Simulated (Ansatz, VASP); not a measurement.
# I: VASP beside Ansatz

File INCAR:

```
SYSTEM = I
  ALGO = Normal
  EDIFF = 1E-7
  ENCUT = 520
  GGA = CA
  ISIF = 2
  ISMEAR = -1
  LASPH = .TRUE.
  LCHARG = .FALSE.
  LREAL = .FALSE.
  LWAVE = .FALSE.
  NBANDS = 10
  NELM = 100
  PREC = Accurate
  SIGMA = 0.05
```

The input KPOINTS:

```
k-points
0
G
  9 9 9
  0 0 0
```

POSCAR

```
I
1.0
    0.0000000000      2.3967303343      3.9612912976
    2.2210941101      0.0000000000      3.9612912976
    2.2210941101      2.3967303343      0.0000000000
I
1
Direct
    0.0000000000      0.0000000000      0.0000000000
```

Contents of input.yaml:

```yaml
crystal:
  lattice:
    - [0.0, 2.3967303343, 3.9612912976]
    - [2.2210941101, 0.0, 3.9612912976]
    - [2.2210941101, 2.3967303343, 0.0]
  atoms:
    - { symbol: I, position: [0.0, 0.0, 0.0] }
kpoints:
  mp_grid: { grid: [9, 9, 9] }
scf:
  occupations: { method: fermi_dirac, width: 0.05 }
hamiltonian:
  xc: lda
  pseudopotentials: { kind: all_electron, lapw: { basis_error: 0.001 } }
output:
  forces: true
  stress: true
  eigenvalues: true
```

Change from the starting cell: volume scaled by 1.04.

Alike in both runs: task single point; functional LDA; k mesh 9 × 9 × 9; occupations fermi-dirac, width 0.05 eV; no spin polarisation.

|  | VASP | Ansatz |
| --- | --- | --- |
| version | VASP 6.6.1 | Ansatz 0.2.0 |
| potentials or method | VASP PAW LDA potentials, release 64 (I) | all-electron LAPW, scalar-relativistic |
| plane-wave cutoff (eV) | 520 | see its input |

```csv
,VASP,Ansatz,Ansatz less VASP
gap on the k mesh at the Fermi level (eV),none,none,-
pressure (GPa),-3.1,-3.1,+0.02
largest component of the traceless stress (GPa),1.94,1.94,+0.002
```

A gap of «none» marks a metal or a gap that the smearing closes. Ansatz ran all-electron here, so the differences hold the error of VASP's frozen core and of both bases.

Caveats: an odd number of electrons without spin polarisation forces a metal; a magnetic or distorted state may lie lower. The runs have no spin-orbit coupling, so splittings on I are missing.
